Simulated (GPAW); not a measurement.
The system is Te2Mo.

```
Te Mo
1.0
     3.51820    0.00000    0.00000
    -1.75910    3.04685    0.00000
     0.00000    0.00000   13.97360
Te Mo
4 2
Direct
  0.66667 0.33333 0.37900
  0.33333 0.66667 0.62100
  0.33333 0.66667 0.87900
  0.66667 0.33333 0.12100
  0.66667 0.33333 0.75000
  0.33333 0.66667 0.25000
```

Base run:

| Quantity | Value |
| --- | --- |
| Program | GPAW 26.7.0 |
| Functional | PBEint |
| Potentials or basis | PAW data sets generated in the run's folder for this functional |
| Cutoff | 600 eV |
| Basis | pw |
| k mesh | 5 × 5 × 2 |
| Occupations | fermi-dirac, width 0.05 eV |
| Spin | spin-orbit coupling, no magnetisation |

Its results: band gap on the k mesh 0.67 eV, indirect (least direct gap 1.19 eV); pressure -0.9 GPa; largest force 0.108 eV/Å.

Problem. The run is repeated on the same cell with these changes: functional from PBEint to PBEsol; band points from 60 to 100. What comes out?

Solution. Band gap on the k mesh 0.66 eV, indirect (least direct gap 1.18 eV); pressure -1.7 GPa; largest force 0.163 eV/Å.

Caveats: spin-orbit coupling was added after a scalar SCF, so levels and gaps hold it while energy, forces, pressure and moments don't; this program's spin-orbit splittings come out too wide for heavy elements; this functional lacks dispersion, which binds the layers, so the pressure and a relaxed spacing across them are unreliable (some runs).

Not every run made on this cell is shown here.
